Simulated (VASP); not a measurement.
Write the native input for VASP 6.6.1 that does the following.

```yaml
Task: electric field gradients
Functional: revTPSS
Dispersion: D4
Potentials_or_basis: VASP PAW PBE potentials, release 64 (O_GW, Li_sv_GW)
Cutoff: 600 eV
k_mesh: 10 × 10 × 10
Occupations: gaussian, width 0.05 eV
Spin: no spin polarisation
Further_INCAR_settings: ALGO = Normal; EDIFF = 1e-08
```

The structure of Li2O lies in POSCAR:

```
Li2O
1.0
    0.0269220000      2.3077860000      2.2753480000
    2.3644060000     -0.0154640000      2.3177350000
    2.3572910000      2.3430570000     -0.0083490000
O Li
1 2
Direct
    0.0000000000      0.0000000000      0.0000000000
    0.2500000000      0.2500000000      0.2500000000
    0.7500000000      0.7500000000      0.7500000000
```

The cell comes from a database or a generator and needn't be the stable form of this composition.

The cell isn't the ideal one: cell strained at random at fixed volume.

These files were run (other wordings do the same):

INCAR

```
ALGO = Normal ; EDIFF = 1E-8
ENCUT = 600 ; ISIF = 2
ISMEAR = 0 ; IVDW = 13
LASPH = T ; LCHARG = F
LEFG = T ; LMIXTAU = T
LREAL = F ; LWAVE = F
METAGGA = RTPSS ; NELM = 60
PREC = Accurate ; SIGMA = 0.05
VDW_A1 = 0.44880597 ; VDW_A2 = 4.64042317
VDW_S6 = 1.0 ; VDW_S8 = 1.53089454
```

KPOINTS

```
k-points
0
Gamma
  10 10 10
```

Potentials or basis: VASP PAW PBE potentials, release 64 (O_GW, Li_sv_GW).

The run is started by

```console
$ cat potpaw_PBE.64/O_GW/POTCAR potpaw_PBE.64/Li_sv_GW/POTCAR > POTCAR
$ mpirun -np 1 vasp_std > vasp.out
```

Results of the run:

```json
{"Pressure": "-4.8 GPa", "Largest force": "0.007 eV/Å", "Band gap on the k mesh": "4.81 eV, indirect (least direct gap 4.94 eV)", "Dispersion energy per atom": "-0.082 eV"}
```

Caveat: the PAW data sets were made with another functional, which shifts forces and pressure a little.

Wall time 13 min on 1 thread of Intel(R) Xeon(R) Platinum 8488C (Sapphire Rapids), on a shared host, peak memory 0.31 GiB.
